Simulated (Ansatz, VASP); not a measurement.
# One calculation of NiO, two programs

File INCAR:

```
SYSTEM = NiO
  PREC = Accurate
  ENCUT = 520
  EDIFF = 1E-6
  ISMEAR = -1
  SIGMA = 0.05
  LREAL = .False.
  LASPH = .True.
  NELM = 100
  ALGO = Normal
  ISIF = 2
  LWAVE = .False.
  LCHARG = .False.
  ISPIN = 2
  MAGMOM = 1 0
  LORBIT = 11
  LMAXMIX = 4
  GGA = PE
  NBANDS = 19
```

The input KPOINTS:

```
Automatic mesh
0
Gamma
  11 11 11
  0 0 0
```

The input POSCAR:

```
NiO
1.0
    0.0000000000      2.0859016414      2.0859016414
    2.0859016414      0.0000000000      2.0859016414
    2.0859016414      2.0859016414      0.0000000000
Ni O
1 1
Direct
    0.0000000000      0.0000000000      0.0000000000
    0.5000000000      0.5000000000      0.5000000000
```

KPOINTS_OPT

```
path GXWKGLUWLK,UX
20
line-mode
reciprocal
 0.0000000000  0.0000000000  0.0000000000  G
 0.5000000000  0.0000000000  0.5000000000  X

 0.5000000000  0.0000000000  0.5000000000  X
 0.5000000000  0.2500000000  0.7500000000  W

 0.5000000000  0.2500000000  0.7500000000  W
 0.3750000000  0.3750000000  0.7500000000  K

 0.3750000000  0.3750000000  0.7500000000  K
 0.0000000000  0.0000000000  0.0000000000  G

 0.0000000000  0.0000000000  0.0000000000  G
 0.5000000000  0.5000000000  0.5000000000  L

 0.5000000000  0.5000000000  0.5000000000  L
 0.6250000000  0.2500000000  0.6250000000  U

 0.6250000000  0.2500000000  0.6250000000  U
 0.5000000000  0.2500000000  0.7500000000  W

 0.5000000000  0.2500000000  0.7500000000  W
 0.5000000000  0.5000000000  0.5000000000  L

 0.5000000000  0.5000000000  0.5000000000  L
 0.3750000000  0.3750000000  0.7500000000  K

 0.6250000000  0.2500000000  0.6250000000  U
 0.5000000000  0.0000000000  0.5000000000  X
```

input.yaml

```yaml
crystal:
  lattice:
    - [0.0, 2.0859016414, 2.0859016414]
    - [2.0859016414, 0.0, 2.0859016414]
    - [2.0859016414, 2.0859016414, 0.0]
  atoms:
    - { symbol: Ni, position: [0.0, 0.0, 0.0], spin: 1.0 }
    - { symbol: O, position: [0.5, 0.5, 0.5] }
hamiltonian:
  xc: pbe
  pseudopotentials: { kind: paw }
magnetization:
  spin_polarized: true
kpoints:
  mp_grid: { grid: [11, 11, 11] }
  band_path:
    path:
      - [[0.0, 0.0, 0.0], [0.5, 0.0, 0.5], [0.5, 0.25, 0.75], [0.375, 0.375, 0.75], [0.0, 0.0, 0.0], [0.5, 0.5, 0.5], [0.625, 0.25, 0.625], [0.5, 0.25, 0.75], [0.5, 0.5, 0.5], [0.375, 0.375, 0.75]]
      - [[0.625, 0.25, 0.625], [0.5, 0.0, 0.5]]
    npoints: 14
scf:
  occupations: { method: fermi_dirac, width: 0.05 }
  n_extra_bands: 6
output:
  forces: true
  stress: true
  eigenvalues: true
  fatbands: false
```

Alike in both runs: task band structure; functional PBE; k mesh 11 × 11 × 11; occupations fermi-dirac, width 0.05 eV; collinear spin, ferromagnetic start.

```csv
,VASP,Ansatz
version,VASP 6.6.1,Ansatz 0.2.0
potentials or method,"VASP PAW PBE potentials, release 64 (Ni, O)",Ansatz PAW
plane-wave cutoff (eV),520,420
valence electrons in the cell,16,24
```

Ansatz gave:

```
gap on the k mesh at the Fermi level (eV)                     : none
pressure (GPa)                                                : 5.7
net moment per atom (μB)                                      : 0.86
size of the moment on the site where the two differ most (μB) : 0.27
```

**Question.** Which values does VASP return?

**Answer.** gap on the k mesh at the Fermi level (eV): none; pressure (GPa): 5.1; net moment per atom (μB): 0.84; size of the moment on the site where the two differ most (μB): 0.25.

Site moments also hang on the region over which each program counts them. A gap of «none» marks a metal or a gap that the smearing closes. The two sets of potentials don't hold the same shells in valence.

Caveats: a cell with one magnetic atom can't hold antiferromagnetic order, which such compounds often take; semilocal functionals often make such compounds metallic where correlation or magnetic order opens a gap, which also shifts bond lengths; the pressure holds a Pulay correction of +0.7 GPa for the finite cutoff (Ansatz).
